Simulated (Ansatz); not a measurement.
**Platinum, beta-Sn type under PBE: from relaxation to bulk modulus**

What does PBE give for platinum in the beta-Sn type structure? We relax it, solve it on a dense k-mesh, switch on spin-orbit coupling, then scale the cell to 7 volumes from 88 to 112 % of the relaxed one and try a fit of the equation of state. The k-meshes are 13×13×9 for the relaxation; 20×20×14 for the dense run; 12×12×9 for spin-orbit coupling; 14×14×10 for the volumes.

Method: DFT PBE, plane waves (420 eV) with PAW, scalar-relativistic, in Ansatz 0.2.0.

**1. Starting point**

Symmetry: I4_1/amd, No. 141, tetragonal system. Conventional cell: a = 4.879 Å, b = 4.879 Å, c = 2.664 Å, α = 90.00°, β = 90.00°, γ = 90.00°. Around Pt (site symmetry -4m2) lie 6 Pt at 2.53 to 2.66 Å.

As a file:

```cif
data_structure
_symmetry_space_group_name_H-M 'P 1'
_symmetry_Int_Tables_number 1
_cell_length_a 3.6979
_cell_length_b 3.6979
_cell_length_c 3.6979
_cell_angle_alpha 97.454
_cell_angle_beta 97.454
_cell_angle_gamma 137.779
_cell_volume 31.70
loop_
_atom_site_label
_atom_site_type_symbol
_atom_site_fract_x
_atom_site_fract_y
_atom_site_fract_z
_atom_site_occupancy
Pt1 Pt 0.00000 0.00000 0.00000 1
Pt2 Pt 0.75000 0.25000 0.50000 1
```

**2. Geometry optimisation**

Contents of input.yaml:

```yaml
crystal:
  lattice:
    - [-2.4392984224, 2.4392984224, 1.3318569387]
    - [2.4392984224, -2.4392984224, 1.3318569387]
    - [2.4392984224, 2.4392984224, -1.3318569387]
  atoms:
    - { symbol: Pt, position: [0.0, 0.0, 0.0] }
    - { symbol: Pt, position: [0.75, 0.25, 0.5] }
hamiltonian:
  xc: pbe
  pseudopotentials:
    kind: paw
    azcp:
      Pt: "pseudopotentials/Pt.paw.azcp"
basis:
  ecutwfc: 420
  fft_grid_basis: typed
kpoints:
  mp_grid: { grid: [13, 13, 9], shift: [0, 0, 0] }
magnetization:
  spin_polarized: false
scf:
  occupations: { method: fermi_dirac, width: 0.1 }
relax:
  max_steps: 60
  f_tol: 0.01
  cell: {}
```

The run is started by

```console
ansatz run input.yaml --threads 1 --pin off --max-ram 3584MiB --backend cpu --events-out ev --progress --plain --runs-dir out
```

After this run come: Single point on a dense mesh; Spin-orbit coupling switched on; Volume × 0.88; Volume × 0.92; Volume × 0.96; Volume × 1.0; Volume × 1.04; Volume × 1.08; Volume × 1.12.

Q: Predict the outcome of this session. Wanted: space group; conventional cell; volume; shortest distance; gap on the mesh; relative to fcc; V₀, B₀, B₀′.

The runs gave:

| quantity | value |
| --- | --- |
| space group (spins left aside) | Cmcm (No. 63) |
| conventional cell | a = 2.727 Å, b = 6.547 Å, c = 3.742 Å |
| volume | 16.705 Å³/atom |
| shortest distance | 2.630 Å |
| gap on the mesh | none (levels filled in part) |
| relative to fcc | +151 meV/atom |
| V₀, B₀, B₀′ | 16.681 Å³/atom, 222 GPa, 5.4 |

**Reading.** The relaxation enlarged the cell by 5.4 % in volume. The cell has left its prototype: it ends as Cmcm. What follows belongs to that structure, not to the type named at the start. The mesh has less symmetry than the lattice, which may have let the distortion in. Against the reference form of platinum (fcc, computed apart with the same settings) it stands 151 meV/atom higher, so it is far from stable. No gap shows: it is a metal or semimetal at this level. Totals with and without spin-orbit coupling (-34.6 eV/atom apart) can't be read as binding, since the two-component data shift the zero of energy. The fitted modulus is 222 GPa; letting shape and positions relax at each volume could only lower it.
